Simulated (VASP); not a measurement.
# HgTe in VASP: how settings move the LDA single point

The LDA single point of HgTe in the rocksalt structure is repeated with altered inputs. Which of them can be trusted? This is a trial cell built on a prototype, not taken from a measured structure, and it needn't be the compound's ground state.

The runs shown are made with VASP 6.6.1. PAW datasets, plane waves. No spin polarisation (in the reference) and no zero-point or thermal motion; the cell was built from a prototype and may be hypothetical.

## (1) The structure to begin with

The cell comes from an earlier relaxation with r2SCAN in another program. Some of the altered inputs switch spin polarisation on.

Space group Fm-3m (No. 225), cubic; conventional cell a = 6.087 Å, 28.19 Å³ an atom. Around Hg lie 6 Te at 3.04 Å; around Te lie 6 Hg at 3.04 Å.

Coordinates:

```cif
data_structure
_symmetry_space_group_name_H-M 'P 1'
_symmetry_Int_Tables_number 1
_cell_length_a 4.3041
_cell_length_b 4.3041
_cell_length_c 4.3041
_cell_angle_alpha 60.000
_cell_angle_beta 60.000
_cell_angle_gamma 60.000
_cell_volume 56.38
loop_
_atom_site_label
_atom_site_type_symbol
_atom_site_fract_x
_atom_site_fract_y
_atom_site_fract_z
_atom_site_occupancy
Hg1 Hg 0.00000 0.00000 0.00000 1
Te1 Te 0.50000 0.50000 0.50000 1
```

## (2) Reference

The input, INCAR:

```
ENCUT = 520.000000
SIGMA = 0.020000
EDIFF = 1.00e-07
GGA = CA
PREC = Accurate
IBRION = -1
ISIF = 2
ISMEAR = -1
NBANDS = 16
NELM = 120
NSW = 0
LASPH = .TRUE.
LCHARG = .FALSE.
LWAVE = .FALSE.
LREAL = .FALSE.
```

The input, KPOINTS:

```
KPOINTS created by Atomic Simulation Environment
0
Gamma
8 8 8
0 0 0
```

The input, POSCAR:

```
Hg Te
 1.0000000000000000
     0.0000000000000000    3.0434522883094655    3.0434522883094655
     3.0434522883094659    0.0000000000000000    3.0434522883094655
     3.0434522883094659    3.0434522883094655   -0.0000000000000000
 Hg  Te
   1   1
Cartesian
 -0.0000000000000000 -0.0000000000000000  0.0000000000000000
  3.0434522883094655  3.0434522883094659  3.0434522883094663
```

A file KPOINTS_OPT adds named points for the levels; it doesn't enter the self-consistent loop.

Potentials: the recommended LDA PAW datasets, 18 valence electrons.

Command:

```sh
> mpirun -np 1 vasp_std
```

## (3) Variant 1

Edit INCAR of step 2 so:

```diff
@@ -15 +15,2 @@
 LREAL = .FALSE.
+NELMIN = 4
```

KPOINTS is that of step 2.

POSCAR is that of step 2.

## (4) Variant 2

Edit INCAR of step 2 so:

```diff
@@ -2,3 +2,2 @@
 SIGMA = 0.020000
-EDIFF = 1.00e-07
 GGA = CA
@@ -15 +14,5 @@
 LREAL = .FALSE.
+EDIFF = 1e-08
+ISYM = -1
+ISPIN = 2
+MAGMOM = -1 1
```

The input, KPOINTS:

```
KPOINTS created by Atomic Simulation Environment
0
Gamma
4 4 4
0 0 0
```

POSCAR is that of step 2.

## (5) Variant 3

The input, INCAR:

```
ENCUT = 520.000000
EDIFF = 1.00e-07
GGA = CA
PREC = Accurate
IBRION = -1
ISIF = 2
NBANDS = 16
NSW = 0
LASPH = .TRUE.
LCHARG = .FALSE.
LWAVE = .FALSE.
LREAL = .FALSE.
ISMEAR = 0
SIGMA = 0.01
NELM = 76
```

KPOINTS is that of step 2.

POSCAR is that of step 2.

## (6) Variant 4

Edit INCAR of step 2 so:

```diff
@@ -9,3 +9,2 @@
 NBANDS = 16
-NELM = 120
 NSW = 0
@@ -14,2 +13,3 @@
 LWAVE = .FALSE.
-LREAL = .FALSE.
+LREAL = .TRUE.
+NELM = 82
```

KPOINTS is that of step 2.

POSCAR is that of step 2.

## (7) Variant 5

Edit INCAR of step 2 so:

```diff
@@ -7,5 +7,3 @@
 ISIF = 2
-ISMEAR = -1
 NBANDS = 16
-NELM = 120
 NSW = 0
@@ -15 +13,3 @@
 LREAL = .FALSE.
+NELM = 51
+ISMEAR = -5
```

The input, KPOINTS:

```
KPOINTS created by Atomic Simulation Environment
0
Gamma
2 1 1
0 0 0
```

POSCAR is that of step 2.

What does the calculation give? Wanted: for each run, changed; ending; energy change; pressure; electronic steps; usable.

**Answer**, as computed:

| run | changed | ending | energy change (meV/atom) | pressure (GPa) | gap on the mesh (eV; negative: overlap) | electronic steps | time | usable |
| --- | --- | --- | --- | --- | --- | --- | --- | --- |
| ref. | – | converged | 0 | -3.7 | -2.58 | 12 | 17 s | yes |
| 1 | NELMIN = 4 | converged | 0.0 | -3.7 | -2.58 | 12 | 19 s | yes |
| 2 | EDIFF = 1e-08, ISYM = -1, ISPIN = 2, MAGMOM = -1 1, mesh 4×4×4 | converged | 103.9 | -2.4 | – | 18 | 1.7 min | no |
| 3 | ISMEAR = 0, SIGMA = 0.01, NELM = 76 | converged | -0.1 | -3.8 | -2.58 | 12 | 17 s | yes |
| 4 | LREAL = .TRUE., NELM = 82 | converged | -5.2 | -4.6 | -2.58 | 12 | 25 s | no |
| 5 | ISMEAR = -5, mesh 2×1×1 | refused | – | – | – | – | 1 s | no |

Of 5 altered inputs, 1 gave no result, 2 ended normally on a faulty or unsound input, 2 gave usable results. Among the usable ones with comparable energies, «ISMEAR = 0, SIGMA = 0.01, NELM = 76» moves the energy most, by -0.1 meV/atom.
